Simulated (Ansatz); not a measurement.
SiC (Moissanite):

```
CELL_PARAMETERS angstrom
3.07600 0.00000 0.00000
-1.53800 2.66389 0.00000
0.00000 0.00000 5.04800
ATOMIC_POSITIONS crystal
Si 0.66667 0.33333 0.50000
Si 0.33333 0.66667 0.00000
C 0.66667 0.33333 0.88500
C 0.33333 0.66667 0.38500
```

| Quantity | Value |
| --- | --- |
| Program | Ansatz 0.2.0 |
| Task | relaxation of cell and atoms |
| Functional | r2SCAN |
| Dispersion | rVV10 |
| Potentials or basis | Ansatz PAW |
| Cutoff | 500 eV (not typed: the program's choice for these potentials) |
| k mesh | 10 × 10 × 5 |
| Occupations | fermi-dirac, width 0.05 eV |
| Spin | no spin polarisation |

At the start: volume 10.34 Å³/atom.

How do energy, volume and symmetry change on relaxing?

It ends after 5 steps and the volume is 10.31 Å³/atom (-0.3 %); space group P6_3mc (No. 186, to 0.05 Å).

The path:
| step | energy change (eV) | largest force (eV/Å) | volume (Å³) |
| --- | --- | --- | --- |
| 1 | 0.0000 | 0.7750 | 41.36 |
| 2 | -0.0222 | 0.4194 | 41.30 |
| 3 | -0.0376 | 0.0003 | 41.20 |
| 4 | -0.0376 | 0.0004 | 41.23 |
| 5 | -0.0376 | 0.0004 | 41.23 |

Final structure:
```
Si C
1.0
     3.07225    0.00000    0.00000
    -1.53612    2.66064    0.00000
     0.00000    0.00000    5.04388
Si C
2 2
Direct
  0.66667 0.33333 0.50462
  0.33333 0.66667 0.00462
  0.66667 0.33333 0.88038
  0.33333 0.66667 0.38038
```

Caveat: the plane-wave basis is chosen anew once the cell has moved, so the energies of steps on either side of that aren't comparable; the PAW data sets come from PBE, with cores solved anew for the run's functional, which leaves a small shift of forces and pressure.
